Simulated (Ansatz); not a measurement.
# WS2: the cost of one run

Method: reference: DFT, PBE, plane waves, PAW, in Ansatz 0.2.0.

2 further runs of the same task are left out: 2 that didn't finish. Runs told in other sessions of the task aren't counted.

**1. The system as given**

It takes space group P-3m1 (No. 164, trigonal). Conventional cell: a = 3.229 Å, b = 3.229 Å, c = 5.994 Å, α = 90.00°, β = 90.00°, γ = 120.00°. Around W (site symmetry -3m) lie 6 S at 2.42 Å. S (site symmetry 3m) has 3 W at 2.42 Å in its first shell of neighbours.

Coordinates:

```
CELL_PARAMETERS angstrom
3.22876 0.00000 0.00000
-1.61438 2.79619 0.00000
0.00000 0.00000 5.99365
ATOMIC_POSITIONS crystal
W 0.00000 0.00000 0.00000
S 0.33333 0.66667 0.25668
S 0.66667 0.33333 0.74332
```

**2. Reference**

File input.yaml:

```yaml
crystal:
  lattice:
    - [3.2287644061, 0.0, 0.0]
    - [-1.6143822031, 2.7961919985, 0.0]
    - [0.0, 0.0, 5.9936451124]
  atoms:
    - { symbol: W, position: [0.0, 0.0, 0.0] }
    - { symbol: S, position: [0.3333333333, 0.6666666667, 0.2566832689] }
    - { symbol: S, position: [0.6666666667, 0.3333333333, 0.7433167311] }
kpoints:
  mp_grid: { grid: [6, 6, 4] }
hamiltonian:
  xc: pbe
scf:
  occupations: { method: fermi_dirac, width: 0.02 }
  n_extra_bands: 4
output:
  forces: true
  stress: true
  eigenvalues: true
  write_density: true
  write_potential: true
  elf: true
  volumetric_format: npy
```

On the command line:

```sh
ansatz run input.yaml --threads 4 --pin off --max-ram 3686MiB --backend cpu --events-out ev --progress --plain --runs-dir out
```

Q: Estimate wall time and peak memory on 4 threads of Arm Neoverse N1, shared host.

About 1 s, with a peak of 0.33 GiB.
